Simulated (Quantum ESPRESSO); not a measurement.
A run of Quantum ESPRESSO 7.5 is set up as follows.

The input scf.in:

```
&CONTROL
  calculation = 'scf'
  prefix = 'pwscf'
  outdir = './tmp'
  pseudo_dir = './pseudo'
/
&SYSTEM
  ibrav = 0
  nat = 2
  ntyp = 1
  ecutwfc = 82
  nbnd = 9
  occupations = 'smearing'
  smearing = 'fd'
  degauss = 0.00367493
  force_symmorphic = .true.
/
&ELECTRONS
  conv_thr = 4d-10
  electron_maxstep = 120
  mixing_beta = 0.5
/
ATOMIC_SPECIES
C     12.0110 C.upf
CELL_PARAMETERS angstrom
   0.0000000000    1.7833700000    1.7833700000
   1.7833700000    0.0000000000    1.7833700000
   1.7833700000    1.7833700000    0.0000000000
ATOMIC_POSITIONS crystal
C      0.7500000000    0.7500000000    0.7500000000
C      0.5000000000    0.5000000000    0.5000000000
K_POINTS automatic
12 12 12 0 0 0
```

nscf.in

```
&CONTROL
  calculation = 'nscf'
  prefix = 'pwscf'
  outdir = './tmp'
  pseudo_dir = './pseudo'
/
&SYSTEM
  ibrav = 0
  nat = 2
  ntyp = 1
  ecutwfc = 82
  nbnd = 404
  occupations = 'fixed'
  force_symmorphic = .true.
/
&ELECTRONS
  conv_thr = 1d-08
  diago_full_acc = .true.
  diago_thr_init = 1d-06
/
ATOMIC_SPECIES
C     12.0110 C.upf
CELL_PARAMETERS angstrom
   0.0000000000    1.7833700000    1.7833700000
   1.7833700000    0.0000000000    1.7833700000
   1.7833700000    1.7833700000    0.0000000000
ATOMIC_POSITIONS crystal
C      0.7500000000    0.7500000000    0.7500000000
C      0.5000000000    0.5000000000    0.5000000000
K_POINTS automatic
8 8 8 0 0 0
```

Potentials or basis: PseudoDojo 0.4.1 SR PBEsol standard.

The run is started by

```console
$ OMP_NUM_THREADS=1 pw.x -in scf.in > scf.out
$ OMP_NUM_THREADS=1 pw.x -in nscf.in > nscf.out
```

(1) What does it give for the band gap on the k mesh, mean-field level?

## Answers

(1) 4.05 eV, indirect (least direct gap 5.56 eV).
